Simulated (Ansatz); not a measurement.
# TiO2 (P1) in Ansatz: notebook

One crystal, TiO2, is run at these levels: PBE; tasks: relaxation of the atoms.

Program: Ansatz 0.2.0. These are calculated values, not measurements. Logs are shortened: lines on timing, memory, paths and dates and some standing lists are left out, and cuts for length are marked.

## 1. The cell of the first run

The typed cell holds 9 atoms: a = 2.998 Å, b = 4.708 Å, c = 7.244 Å, α = 88.08°, β = 78.06°, γ = 90.00°.

The cell comes from a database or a generator and needn't be the stable form of this composition.

## 2. Relaxation of the atoms, PBE (strained by +1 %)

input.yaml

```yaml
crystal:
  lattice:
    - [2.9979471918, 0.0, 0.0]
    - [0.0002101642, 4.7076067549, 0.0]
    - [1.4984053173, 0.242353462, 7.0834647979]
  atoms:
    - { symbol: Ti, position: [0.00337187, 0.00038881, 0.00070319] }
    - { symbol: Ti, position: [0.34464021, 0.48025965, 0.31695987] }
    - { symbol: Ti, position: [0.66170814, 0.52047436, 0.68449636] }
    - { symbol: O, position: [0.44003816, 0.18543769, 0.1285388] }
    - { symbol: O, position: [0.77792634, 0.29772875, 0.45187807] }
    - { symbol: O, position: [0.10123624, 0.30895342, 0.80624322] }
    - { symbol: O, position: [0.90649721, 0.69183699, 0.19517157] }
    - { symbol: O, position: [0.22940715, 0.70300728, 0.54951473] }
    - { symbol: O, position: [0.56802567, 0.81530006, 0.87282718] }
hamiltonian:
  xc: pbe
  pseudopotentials: { kind: paw }
kpoints:
  mp_grid: { grid: [7, 5, 3] }
scf:
  occupations: { method: fermi_dirac, width: 0.05 }
output:
  forces: true
  stress: true
  eigenvalues: true
relax:
  f_tol: 0.01
  max_steps: 40
```

Potentials or basis: Ansatz PAW.

Command:

```bash
$ ansatz run input.yaml --threads 4 --pin off --max-ram 11264MiB --backend cpu --events-out ev --progress --plain --runs-dir out
```

Standard output:

```text
Warning: output.stress: scf.convergence.dr2_threshold = 1e-7 eV (the SCF's general default) is looser than the 9e-10 eV advised for a printed stress (1e-10 eV for each atom of the cell: 9). What an SCF threshold leaves in a stress goes as its square root, and in the free energy as the threshold itself, and one threshold admits the most on a small cell: of the crystals measured, under no hybrid functional and no lock of the moments, on runs that ended without the residual-converged pass, on stresses that held no estimate of that error, the worst erred by over 100 MPa in a component at 1e-7 eV an atom and by under 5 at 1e-10. Every solve of this run answers to scf.convergence.dr2_threshold, and the tensor of one is reported: a single SCF on the reported geometry and on this run's grids (its basis.xc_grid and basis.ecutrho_ratio typed), with scf.convergence.dr2_threshold at 9e-10 eV or tighter, prints it and tightens no other solve. Else set scf.convergence.dr2_threshold to 9e-10 eV or tighter. The threshold is an SCF's pass mark: one that does not reach it within its budget of iterations ends unconverged, or closes short of it on a stop that the run arms, and scf.convergence.dr2_threshold's page says what that costs each kind of run
Warning: RAYON_NUM_THREADS=4 ignored (pool sized by the plan → 4); use --threads N
Engine: ansatz 0.2.0, x86_64-unknown-linux-gnu
Pseudopotentials: kind: paw
Pseudopotential: Ti, paw, valence charge 12, recommended cutoff 420 eV (normal), Ti.paw.azcp
Pseudopotential: O, paw, valence charge 6, recommended cutoff 420 eV (normal), O.paw.azcp
Functional definition: PBE
  parameter kappa = 0.804
  parameter beta = 0.06672455060314922
  exchange = pbe_x(kappa = kappa, mu = beta*pi^2/3)
  correlation = pbe_c(beta = beta)
Crystal: 9 atoms, lattice volume = 99.970 Å³
Basis set: ecut = 420 eV, 1939 PW (Γ), exchange–correlation on 48×64×100 points (8 copies of the dense FFT grid, shifted against one another)
Bands: 45, of which v1, the nominal top of the filled ones, is band 36 counted from 1 (35 counted from 0)
Symmetry: 1 space group operations
Space group: P1 (ITA 1), of the structure as read, at distance tolerance 4.6e-5 Å
k-points: 53 of 105 (time reversal used)
Non-local potential: Ti, projectors of the file, l = 0: 3, l = 1: 2, l = 2: 3, l = 3: 1
Non-local potential: O, projectors of the file, l = 0: 2, l = 1: 2, l = 2: 1
PAW form: soft (Blöchl's): semilocal exchange-correlation on the pseudo side does not see the compensation charge
PAW one-centre angular grid: Ti, 590 points (default); XC on 64 Gauss nodes
PAW one-centre angular grid: O, 110 points (default); XC on 64 Gauss nodes
Initial density: superposition of atomic densities (neutral atoms: chi_scale 0, normalization atom), corrected by the library's trained network
Initial wavefunctions: pseudopotential atomic-orbital guess
Functional: x = pbe(κ = 0.804, μ = 0.2195149727645171), c = pbe(β = 0.06672455060314922)
SCF iter   1: F=—  HF=-10915.752357 eV  |F-HF|=—  |Δ(HF+E_count)|=         —  Δρ=3.29e-3  dr2=8.22e-3  ethr=1.77e-3  ⟨swp⟩=5.2  Hψ=9379  notcnv=0
preconditioner: auto → Resta (q_TF=auto, 2.583 Å⁻¹)  ε∞=8.6  [insulator: Δε(μ)=2.248 eV  Ē_g=9.338 eV  σ=0.050 eV  W_gap=1.00  n_scr=30 (ndim 8)  ℏωp=25.7 eV  f_vac=0.074  D(μ)=0.00/eV (n_scr^D=0)  ε∞_Penn≈8.6]
SCF iter   2: F=—  HF=-10915.752960 eV  |F-HF|=—  |Δ(HF+E_count)|=   6.02e-4  Δρ=1.81e-3  dr2=1.62e-3  ethr=1.14e-5  ⟨swp⟩=2.4  Hψ=3782  notcnv=0
SCF iter   3: F=—  HF=-10915.753362 eV  |F-HF|=—  |Δ(HF+E_count)|=   4.03e-4  Δρ=9.16e-4  dr2=6.28e-4  ethr=2.25e-6  ⟨swp⟩=2.0  Hψ=3244  notcnv=0
SCF iter   4: F=—  HF=-10915.753496 eV  |F-HF|=—  |Δ(HF+E_count)|=   1.34e-4  Δρ=2.63e-4  dr2=9.03e-5  ethr=8.72e-7  ⟨swp⟩=2.0  Hψ=3202  notcnv=0
SCF iter   5: F=—  HF=-10915.753500 eV  |F-HF|=—  |Δ(HF+E_count)|=   3.74e-6  Δρ=1.24e-4  dr2=1.48e-5  ethr=1.25e-7  ⟨swp⟩=2.0  Hψ=3227  notcnv=0
SCF iter   6: F=—  HF=-10915.753503 eV  |F-HF|=—  |Δ(HF+E_count)|=   3.44e-6  Δρ=6.65e-5  dr2=5.21e-6  ethr=2.05e-8  ⟨swp⟩=2.0  Hψ=3315  notcnv=0
SCF iter   7: F=-10915.753504 eV  HF=-10915.753504 eV  |F-HF|=6.71e-8  |Δ(HF+E_count)|=   3.43e-7  Δρ=2.20e-5  dr2=5.53e-7  ethr=3.47e-9  ⟨swp⟩=7.7  Hψ=9348  notcnv=0
SCF 1 converged in 7 iterations: F = -10915.753504 eV  dr2 = 5.53e-7
relax step   1: F+E_penalty+E_count = -10915.75350357 eV  Δ(F+E_penalty+E_count) = +0.000e0 eV  max|allowed force component| = 1.215e-1 eV/Å  Δτ_max = 0.0000 Å  (7 SCF iters, dr2 threshold 2.50e-6 eV, accepted)
Initial density: handed on by an earlier stage of this run
Initial wavefunctions: those handed on with the density
iter 1 solved again at ethr=2.32e-7 eV; its pass at ethr=3.10e-3 eV (dr2=1.67e-4 eV) is discarded
SCF iter   1: F=—  HF=-10915.754156 eV  |F-HF|=—  |Δ(HF+E_count)|=         —  Δρ=5.11e-4  dr2=1.72e-4  ethr=2.32e-7  ⟨swp⟩=2.0  Hψ=6932  notcnv=0  defer=105
preconditioner: auto → Resta (q_TF=auto, 2.583 Å⁻¹)  ε∞=8.6  [insulator: Δε(μ)=2.256 eV  Ē_g=9.347 eV  σ=0.050 eV  W_gap=1.00  n_scr=30 (ndim 8)  ℏωp=25.7 eV  f_vac=0.075  D(μ)=0.00/eV (n_scr^D=0)  ε∞_Penn≈8.6]
SCF iter   2: F=—  HF=-10915.754148 eV  |F-HF|=—  |Δ(HF+E_count)|=   7.59e-6  Δρ=2.77e-4  dr2=5.52e-5  ethr=2.32e-7  ⟨swp⟩=2.0  Hψ=3190  notcnv=0  defer=105
[... 23 lines left out ...]
SCF iter   1: F=—  HF=-10915.754345 eV  |F-HF|=—  |Δ(HF+E_count)|=         —  Δρ=1.33e-4  dr2=1.26e-5  ethr=1.63e-7  ⟨swp⟩=2.0  Hψ=4702  notcnv=0
preconditioner: auto → Resta (q_TF=auto, 2.583 Å⁻¹)  ε∞=8.6  [insulator: Δε(μ)=2.265 eV  Ē_g=9.352 eV  σ=0.050 eV  W_gap=1.00  n_scr=30 (ndim 8)  ℏωp=25.7 eV  f_vac=0.075  D(μ)=0.00/eV (n_scr^D=0)  ε∞_Penn≈8.6]
SCF iter   2: F=—  HF=-10915.754339 eV  |F-HF|=—  |Δ(HF+E_count)|=   5.96e-6  Δρ=6.93e-5  dr2=3.62e-6  ethr=1.75e-8  ⟨swp⟩=2.0  Hψ=3763  notcnv=0
SCF iter   3: F=—  HF=-10915.754339 eV  |F-HF|=—  |Δ(HF+E_count)|=   6.27e-7  Δρ=4.14e-5  dr2=1.63e-6  ethr=5.03e-9  ⟨swp⟩=2.0  Hψ=3465  notcnv=0
SCF iter   4: F=-10915.754338 eV  HF=-10915.754338 eV  |F-HF|=4.57e-9  |Δ(HF+E_count)|=   3.02e-7  Δρ=7.96e-6  dr2=4.43e-8  ethr=1.39e-10  ⟨swp⟩=6.0  Hψ=9902  notcnv=0
SCF 5 converged in 4 iterations: F = -10915.754338 eV  dr2 = 4.43e-8
relax step   5: F+E_penalty+E_count = -10915.75433837 eV  Δ(F+E_penalty+E_count) = -2.189e-5 eV  max|allowed force component| = 6.630e-3 eV/Å  Δτ_max = 0.0010 Å  (4 SCF iters, accepted)
SCF converged after 4 iterations
Free energy (F): -10915.754338 eV
Harris-Foulkes:  -10915.754338 eV  (|F-HF|=4.57e-9)
Internal energy: -10915.754338 eV  (E = F + TS)
E sigma→0 (E₀):  -10915.754338 eV
Fermi energy:    8.940381 eV
--- Per-component energies (eV) ---
  E_band       = -660.409643
  E_kinetic    = 1867.520484
  E_local      = -5219.102964  (includes V_loc(G=0)·N_el)
  E_nonlocal   = 294.670260
  E_hartree    = 2022.322245
  E_xc         = -738.563055
  E_vxc        = -935.278610  (∫ρ·V_xc dr)
  E_paw        = -4082.377348  (= ΣΔE_a)
  E_vpaw       = -712.877024  (= ΣTr[D̂ρ^β])
  E_aug_tail   = 0.015357  (compensation charges beyond the density's cutoff)
  E_ewald      = -5060.239316
  E_smearing   = -0.000000  (= −TS)
  E_closure    = 0.000000  (closes the sum)
  Σ components = -10915.754338   (vs F -10915.754338, Δ=0.00e0)
--- Forces (eV/Å), atoms counted from 1 ---
  atom   1  Ti    -0.00168479    -0.00002302    -0.00038279
  atom   2  Ti     0.00154081     0.00616576    -0.00410196
  atom   3  Ti     0.00091048    -0.00663044     0.00374906
  atom   4  O      0.00058338     0.00120593     0.00231993
  atom   5  O     -0.00094003    -0.00606904     0.00404268
  atom   6  O     -0.00019029     0.00202467    -0.00059487
  atom   7  O     -0.00043384    -0.00191891     0.00090928
  atom   8  O     -0.00085136     0.00625385    -0.00383375
  atom   9  O      0.00106698    -0.00101308    -0.00211104
  max |Σ_I F_I| component: 4.29e-6 eV/Å
--- Stress (GPa, compression-positive) ---
       -1.235278      -0.002301       0.005414
       -0.002301       2.428484      -0.309352
        0.005414      -0.309348       2.199094
  P = ⅓ Tr σ = 1.1308 GPa (11.308 kbar)
--- Band table (eV; the first three rows and the last of 53) ---
  k-point 0: bands = ["-48.8858", "-48.7609", "-48.7272", "-25.1788", "-25.1674", "-25.1043", "-25.0003", "-24.9889", "-24.9520", "-24.8781", "-24.8695", "-24.8147", "-10.0214", "-9.0662", "-8.9867", "-8.4875", "-8.4678", "-8.1509", "2.9205", "3.1131", "3.4423", "3.6133", "4.1134", "4.2916", "4.5945", "4.6169", "4.7180", "5.2686", "5.7947", "6.1288", "6.1952", "6.9417", "7.3424", "7.4813", "7.5481", "7.7954", "10.0752", "10.4254", "10.6083", "10.7177", "10.8962", "10.9455", "11.1618", "11.4665", "12.3392"]
  k-point 1: bands = ["-48.8858", "-48.7611", "-48.7270", "-25.2038", "-25.1488", "-25.0823", "-25.0091", "-25.0005", "-24.9379", "-24.8878", "-24.8687", "-24.8152", "-9.8596", "-9.4444", "-8.9383", "-8.4293", "-8.2958", "-8.2041", "2.6460", "3.1512", "3.3901", "3.8704", "4.1253", "4.1502", "4.2783", "4.5631", "5.3162", "5.6208", "5.9468", "6.0977", "6.4745", "6.7232", "7.0577", "7.0903", "7.3991", "7.8104", "10.1922", "10.4757", "10.6050", "10.6946", "10.7827", "10.8424", "11.0961", "11.7777", "12.3004"]
  k-point 2: bands = ["-48.8857", "-48.7610", "-48.7272", "-25.2011", "-25.1480", "-25.0984", "-25.0000", "-24.9969", "-24.9455", "-24.8813", "-24.8695", "-24.8149", "-9.9254", "-9.1488", "-9.0181", "-8.4718", "-8.4130", "-8.2183", "2.8713", "3.1225", "3.4322", "3.6975", "4.1306", "4.2747", "4.5536", "4.6269", "4.9671", "5.4526", "5.9862", "6.1308", "6.3258", "6.7021", "7.1635", "7.2206", "7.3131", "7.5987", "10.1267", "10.4990", "10.5306", "10.7118", "10.9028", "11.1102", "11.1115", "11.5067", "12.2868"]
  k-point 52: bands = ["-48.8530", "-48.7149", "-48.7073", "-25.3795", "-25.2669", "-25.2609", "-25.0652", "-25.0533", "-24.9648", "-24.9354", "-24.9102", "-24.9065", "-8.9930", "-8.9533", "-8.7000", "-8.5774", "-8.4762", "-8.3628", "3.2533", "3.3832", "3.7084", "3.8335", "4.0480", "4.3274", "4.3789", "4.7861", "4.9405", "5.6102", "5.7268", "5.8135", "6.1136", "6.1543", "6.4421", "6.6028", "6.8631", "7.1016", "10.3202", "10.4872", "10.9378", "11.0752", "11.1605", "11.2519", "11.4008", "11.7192", "11.8235"]
--- Relaxed structure (5 steps of the walk, 5 accepted, 0 SCFs on fresh bases) ---
  F+E_penalty+E_count = -10915.75433837 eV   max|allowed force component| = 6.630e-3 eV/Å
  atoms:
    - { symbol: Ti, position: [0.0031078068872299742, 0.00037584796701773353, 0.0007173380502169638] }
    - { symbol: Ti, position: [0.34465341067026556, 0.48098118721327493, 0.317558518747337] }
    - { symbol: Ti, position: [0.6619950690049607, 0.5197837510849034, 0.6838769226811017] }
    - { symbol: O, position: [0.4398871901290128, 0.18531289540806248, 0.1286090279376774] }
    - { symbol: O, position: [0.7783600895645989, 0.29774998225726634, 0.451704221566325] }
    - { symbol: O, position: [0.10156018768892389, 0.3082028270439424, 0.805334492421867] }
    - { symbol: O, position: [0.9062080898810886, 0.6925461938720477, 0.1960557928081022] }
    - { symbol: O, position: [0.2293130849803242, 0.7030034928529683, 0.5496900499252251] }
    - { symbol: O, position: [0.5677660611935957, 0.8154308323005172, 0.8727866258621483] }
```

Wall time 14 s (4 threads of Intel Xeon 6975P-C (Granite Rapids), shared host); peak memory 0.56 GiB.

Results:

* Free energy: -10915.7543 eV
* Energy gained by relaxing: 0.1 meV/atom
* Ionic steps: 5
* Pressure after relaxing: 1.1 GPa
* Largest force after relaxing: 0.008 eV/Å
* Band gap on the k mesh: 2.26 eV, indirect (least direct gap 2.28 eV)

Forces on the atoms (eV/Å):
```
Ti  -0.002  0.000  0.000
Ti   0.002  0.006 -0.004
Ti   0.001 -0.007  0.004
O    0.001  0.001  0.002
O   -0.001 -0.006  0.004
O    0.000  0.002 -0.001
O    0.000 -0.002  0.001
O   -0.001  0.006 -0.004
O    0.001 -0.001 -0.002
```

Stress tensor (GPa, compression positive):
```
-1.24  0.00  0.01
 0.00  2.43 -0.31
 0.01 -0.31  2.20
```

The path:
```
step  energy change (eV)  largest force (eV/Å)
   1              0.0000                0.1230
   2             -0.0006                0.0384
   3             -0.0008                0.0219
   4             -0.0008                0.0142
   5             -0.0008                0.0077
```

Final structure:
```
CELL_PARAMETERS angstrom
2.99795 0.00000 0.00000
0.00021 4.70761 0.00000
1.49841 0.24235 7.08346
ATOMIC_POSITIONS crystal
Ti 0.00311 0.00038 0.00072
Ti 0.34465 0.48098 0.31756
Ti 0.66200 0.51978 0.68388
O 0.43989 0.18531 0.12861
O 0.77836 0.29775 0.45170
O 0.10156 0.30820 0.80533
O 0.90621 0.69255 0.19606
O 0.22931 0.70300 0.54969
O 0.56777 0.81543 0.87279
```

Caveat: odd divisions of the mesh miss points on the zone boundary, where band edges often lie, so the gap on the mesh can be too wide; the pressure holds a Pulay correction of +0.7 GPa for the finite cutoff; the thresholds are loose for stress. A k mesh can miss the band edges.

(Part 1 of 2 ends here.)
